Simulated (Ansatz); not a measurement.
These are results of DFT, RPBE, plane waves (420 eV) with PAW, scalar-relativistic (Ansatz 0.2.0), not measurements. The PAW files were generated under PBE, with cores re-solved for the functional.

An element in the hcp structure gives this curve. The cell is scaled uniformly from the relaxed one, with fractional coordinates and shape fixed. Energies are extrapolated to zero smearing, pressures are those at the given smearing. Magnetic state: spin not included.

```json
{"V (Å³/atom)": "17.285", "E − E₀ (meV/atom)": "84.5", "P (GPa)": "12.76"}
{"V (Å³/atom)": "18.071", "E − E₀ (meV/atom)": "35.4", "P (GPa)": "7.65"}
{"V (Å³/atom)": "18.857", "E − E₀ (meV/atom)": "8.7", "P (GPa)": "3.56"}
{"V (Å³/atom)": "19.642", "E − E₀ (meV/atom)": "0.0", "P (GPa)": "0.25"}
{"V (Å³/atom)": "20.428", "E − E₀ (meV/atom)": "6.0", "P (GPa)": "-2.43"}
{"V (Å³/atom)": "21.214", "E − E₀ (meV/atom)": "23.7", "P (GPa)": "-4.60"}
{"V (Å³/atom)": "21.999", "E − E₀ (meV/atom)": "51.0", "P (GPa)": "-6.37"}
```

Problem. Which element is it?
A. titanium
B. hafnium
C. arsenic
D. lithium

Solution. C. Its fit is V₀ = 19.69 Å³/atom, B₀ = 73 GPa, B₀′ = 4.3.
